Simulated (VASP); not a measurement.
Runs of VASP 6.6.1 on Sb. It takes space group P2_1/m (No. 11, monoclinic). The conventional cell has a = 3.122 Å, b = 4.348 Å, c = 4.406 Å, α = 90.00°, β = 90.51°, γ = 90.00°. Sb (site symmetry m) has 6 Sb at 3.04 to 3.15 Å as nearest neighbours. This isn't the form of Sb at room conditions, which is rhombohedral.

```csv
task,level,cell,cutoff (eV),gap on the mesh (eV),pressure (GPa),relaxed volume (Å³/atom)
relaxation of cell and atoms,RPBE,relaxed,600,none,0.0,30.73
single point,PBEsol,as given,520,none,(a),-
relaxation of cell and atoms,PBEsol,relaxed,580,none,0.0,28.73
relaxation of cell and atoms,PBE+D3(BJ),relaxed,600,none,0.0,28.66
relaxation of cell and atoms,PBE,relaxed,600,none,0.0,(b)
```

Alike in all rows: potentials or basis VASP PAW PBE potentials, release 64 (Sb); no spin polarisation; k mesh 14 × 10 × 10; smearing gaussian 0.1 eV.

Question: Fill in the values left out.

Answer: (a) -2.2; (b) 30.03.

Caveats: the PAW data sets were made with another functional, which shifts forces and pressure a little (some runs); pairwise dispersion overbinds metals, which lowers pressure and volume (some runs).

A k mesh can miss the band edges, and the runs leave out spin-orbit coupling on Sb.

A gap of «none» marks a metal or a gap under the smearing width.
